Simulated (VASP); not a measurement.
# Ni, self-consistent run: which settings are enough?

Ni, P-3m1 (no. 164), 2 atoms in the cell. PBE; PAW potentials Ni (PBE set). VASP 6.6.1. The cell is changed on purpose: last atom moved by 0.05 Å along z, cell strained by +1.5% along z.

Wanted: energy within 2 meV/atom; forces within 0.01 eV/Å; site moments within 0.03 μB.

What the run is for: forces; Accuracy asked: standard.

POSCAR:
```
Ni
1.0
    2.4480228978      0.0000000000      0.0000000000
   -1.2240114489      2.1200500186      0.0000000000
    0.0000000000      0.0000000000      4.1338996836
Ni
2
Direct
    0.6666666700      0.3333333300      0.7500000000
    0.3333333300      0.6666666700      0.2622765400
```

The series start from Plane-wave cutoff (eV): 350; Smearing width (eV): 0.03; k-point mesh: 17 × 17 × 9; Precision mode (PREC): Accurate; Electronic threshold (eV): 1e-6; Bands in all (NBANDS): 22; Aspherical gradient terms in the spheres (LASPH): yes; Highest l that the mixer handles (LMAXMIX): 4; Electronic algorithm: ALGO=Normal; Density mixing: defaults; Use of symmetry (ISYM): defaults. Each series keeps the choices made before it, and each single choice may use up half of a tolerance.

## Plane-wave cutoff (eV)

| Plane-wave cutoff (eV) | Energy less reference (meV/atom) | Forces, largest deviation (eV/Å) | Site moments, largest deviation (μB) | SCF iterations | Time (s) |
|---|---|---|---|---|---|
| 220 | 177.1 | 0.079 | 0.024 | 14 | 12 |
| 270 | 2.3 | 0.007 | 0.001 | 13 | 16 |
| 310 | -11.1 | 0.003 | 0.002 | 13 | 15 |
| 350 | -6.4 | 0.003 | 0.001 | 13 | 18 |
| 400 | -1.3 | 0.001 | 0.001 | 13 | 18 |
| 470 | -0.2 | 0.000 | 0.000 | 13 | 28 |
| 570 | -0.2 | 0.000 | 0.000 | 13 | 29 |
| 710 (reference) | 0.0 | 0.000 | 0.000 | 13 | 35 |

Chosen: 470, the loosest value from which every tighter one stays within half of the tolerance.

## Smearing width (eV)

| Smearing width (eV) | Energy less reference (meV/atom) | Forces, largest deviation (eV/Å) | Site moments, largest deviation (μB) | SCF iterations | Time (s) |
|---|---|---|---|---|---|
| 0.15 | -4.7 | 0.000 | 0.074 | 13 | 23 |
| 0.1 | -1.9 | 0.000 | 0.031 | 13 | 26 |
| 0.07 | -0.5 | 0.001 | 0.018 | 13 | 26 |
| 0.05 | -0.1 | 0.002 | 0.010 | 13 | 28 |
| 0.03 | 0.0 | 0.001 | 0.003 | 13 | 28 |
| 0.02 (reference) | 0.0 | 0.000 | 0.000 | 13 | 20 |

Chosen: 0.05.

## k-point mesh

| k-point mesh | Energy less reference (meV/atom) | Forces, largest deviation (eV/Å) | Site moments, largest deviation (μB) | SCF iterations | Time (s) |
|---|---|---|---|---|---|
| 5 × 5 × 3 | 43.6 | 0.001 | 0.194 | 14 | 5.0 |
| 7 × 7 × 4 | 7.5 | 0.029 | 0.046 | 13 | 5.7 |
| 9 × 9 × 5 | -0.6 | 0.004 | 0.084 | 14 | 7.9 |
| 11 × 11 × 6 | -0.8 | 0.008 | 0.055 | 13 | 9.9 |
| 14 × 14 × 7 | 2.5 | 0.002 | 0.023 | 13 | 16 |
| 17 × 17 × 9 | -0.3 | 0.001 | 0.011 | 13 | 28 |
| 20 × 20 × 11 | -0.9 | 0.001 | 0.011 | 14 | 37 |
| 24 × 24 × 13 (reference) | 0.0 | 0.000 | 0.000 | 13 | 55 |

Chosen: 17 × 17 × 9.

## Precision mode (PREC)

| Precision mode (PREC) | Energy less reference (meV/atom) | Forces, largest deviation (eV/Å) | Site moments, largest deviation (μB) | SCF iterations | Time (s) |
|---|---|---|---|---|---|
| SingleN | -2.5 | 0.003 | 0.000 | 13 | 13 |
| Normal | 0.0 | 0.000 | 0.000 | 13 | 12 |
| Single | -0.2 | 0.000 | 0.000 | 13 | 18 |
| Accurate (reference) | 0.0 | 0.000 | 0.000 | 13 | 28 |

Chosen: Normal.

## Electronic threshold (eV)

| Electronic threshold (eV) | Energy less reference (meV/atom) | Forces, largest deviation (eV/Å) | Site moments, largest deviation (μB) | SCF iterations | Time (s) |
|---|---|---|---|---|---|
| 0.001 | 0.0 | 0.001 | 0.000 | 11 | 11 |
| 0.0001 | 0.0 | 0.000 | 0.000 | 11 | 12 |
| 1e-5 | 0.0 | 0.001 | 0.000 | 11 | 11 |
| 1e-6 | 0.0 | 0.000 | 0.000 | 13 | 12 |
| 1e-7 | 0.0 | 0.000 | 0.000 | 13 | 12 |
| 1e-8 (reference) | 0.0 | 0.000 | 0.000 | 19 | 17 |

Chosen: 0.001.

## Bands in all (NBANDS)

| Bands in all (NBANDS) | Energy less reference (meV/atom) | Forces, largest deviation (eV/Å) | Site moments, largest deviation (μB) | SCF iterations | Time (s) |
|---|---|---|---|---|---|
| 13 | 0.0 | 0.002 | 0.000 | 11 | 8.0 |
| 14 | 0.0 | 0.002 | 0.000 | 11 | 6.9 |
| 16 | 0.0 | 0.001 | 0.000 | 11 | 11 |
| 18 | 0.0 | 0.001 | 0.000 | 11 | 10 |
| 22 | 0.0 | 0.000 | 0.000 | 11 | 11 |
| 32 (reference) | 0.0 | 0.000 | 0.000 | 11 | 18 |

Chosen: 13.

## Aspherical gradient terms in the spheres (LASPH)

| Aspherical gradient terms in the spheres (LASPH) | Energy less reference (meV/atom) | Forces, largest deviation (eV/Å) | Site moments, largest deviation (μB) | SCF iterations | Time (s) |
|---|---|---|---|---|---|
| yes | 0.0 | 0.000 | 0.000 | 11 | 8.0 |
| no | 0.8 | 0.003 | 0.001 | 11 | 6.1 |

Chosen: yes; no other choice that stays within half of the tolerance saves 30 % of the time.

## Highest l that the mixer handles (LMAXMIX)

| Highest l that the mixer handles (LMAXMIX) | Energy less reference (meV/atom) | Forces, largest deviation (eV/Å) | Site moments, largest deviation (μB) | SCF iterations | Time (s) |
|---|---|---|---|---|---|
| 4 | 0.0 | 0.000 | 0.000 | 11 | 8.0 |
| 2 | 0.0 | 0.000 | 0.000 | 11 | 8.4 |
| 6 | 0.0 | 0.000 | 0.000 | 11 | 8.8 |

Chosen: 4.

## Electronic algorithm

| Electronic algorithm | Energy less reference (meV/atom) | Forces, largest deviation (eV/Å) | Site moments, largest deviation (μB) | SCF iterations | Time (s) |
|---|---|---|---|---|---|
| ALGO=Normal | 0.0 | 0.000 | 0.000 | 11 | 8.0 |
| ALGO=Fast | 0.0 | 0.001 | 0.001 | 10 | 8.3 |
| ALGO=VeryFast | 0.0 | 0.001 | 0.000 | 18 | 11 |
| ALGO=All ISEARCH=1 | 0.2 | 0.104 | 0.002 | 12 | 8.9 |
| ALGO=All ISEARCH=0 | 0.2 | 0.104 | 0.002 | 12 | 11 |
| ALGO=Damped TIME=0.4 | 0.1 | 0.003 | 0.001 | 18 | 13 |
| ALGO=Damped TIME=0.1 | 0.3 | 0.005 | 0.003 | 26 | 18 |

Chosen: ALGO=Normal.

## Density mixing

| Density mixing | Energy less reference (meV/atom) | Forces, largest deviation (eV/Å) | Site moments, largest deviation (μB) | SCF iterations | Time (s) |
|---|---|---|---|---|---|
| defaults | 0.0 | 0.000 | 0.000 | 11 | 8.0 |
| AMIX=0.2 BMIX=0.0001 AMIX_MAG=0.8 BMIX_MAG=0.0001 | 0.0 | 0.010 | 0.002 | 10 | 8.7 |
| AMIX_MAG=0.8 | 0.0 | 0.001 | 0.001 | 10 | 8.9 |
| AMIX_MAG=0.4 BMIX_MAG=0.0001 | 0.3 | 0.002 | 0.001 | 9 | 8.0 |
| AMIX=0.1 AMIX_MAG=0.4 | 0.0 | 0.006 | 0.001 | 12 | 10 |
| AMIX=0.6 | 0.0 | 0.001 | 0.000 | 11 | 8.8 |
| WC=0 | 0.0 | 0.000 | 0.000 | 11 | 10 |
| AMIX=0.1 | 0.0 | 0.006 | 0.001 | 12 | 10 |

Chosen: defaults.

## Use of symmetry (ISYM)

| Use of symmetry (ISYM) | Energy less reference (meV/atom) | Forces, largest deviation (eV/Å) | Site moments, largest deviation (μB) | SCF iterations | Time (s) |
|---|---|---|---|---|---|
| defaults | 0.0 | 0.000 | 0.000 | 11 | 8.0 |
| ISYM=1 | 0.0 | 0.000 | 0.000 | 11 | 9.1 |
| ISYM=0 | 0.0 | 0.002 | 0.003 | 11 | 36 |
| ISYM=-1 | 0.0 | 0.003 | 0.002 | 11 | 64 |

Chosen: defaults.

## All choices together

| Input | Energy less reference (meV/atom) | Forces, largest deviation (eV/Å) | Site moments, largest deviation (μB) | Time (s) |
|---|---|---|---|---|
| the program's defaults (naive) | -12.9 | 0.022 | 0.025 | 1.8 |
| chosen settings | -0.7 | 0.003 | 0.003 | 8.0 |
| reference settings throughout | 0.0 | 0.000 | 0.000 | 134 |

The tolerance is met.

Values of the reference run: Forces: 0, 0, 0.4378, 0, 0, -0.4378 eV/Å; Site moments: 0.649, 0.649 μB.

## The input

INCAR:
```
SYSTEM = Ni
ALGO = Normal
EDIFF = 0.001
ENCUT = 470
GGA = PE
GGA_COMPAT = .False.
ISIF = 2
ISMEAR = -1
ISPIN = 2
KPAR = 8
LASPH = .True.
LCHARG = .False.
LMAXMIX = 4
LORBIT = 11
LREAL = .False.
LWAVE = .False.
MAGMOM = 1 1
NBANDS = 13
NELM = 200
PREC = Normal
SIGMA = 0.05
```

KPOINTS:
```
Automatic mesh
0
Gamma
  17 17 9
  0 0 0
```

Commands:
```
cat potpaw_PBE.64/Ni/POTCAR > POTCAR
mpirun -np 8 vasp_std > vasp.out
```

Limits: The moments start parallel; another order may lie lower.

The chosen input took VASP 6.6.1 8.0 s on 8 cores (Intel Xeon Platinum 8559C (Emerald Rapids)), a shared host.

## An input that fails: tetrahedra on too few k points

VASP's message: IBZKPT: tetrahedron method fails for NKPT<4. NKPT = 1.

k mesh: 17 × 17 × 9 becomes 1 × 1 × 1.

Changes against the starting input:
```
- ISMEAR = -1
- NELM = 200
- KPAR = 8
+ ISMEAR = -5
+ NELM = 58
```
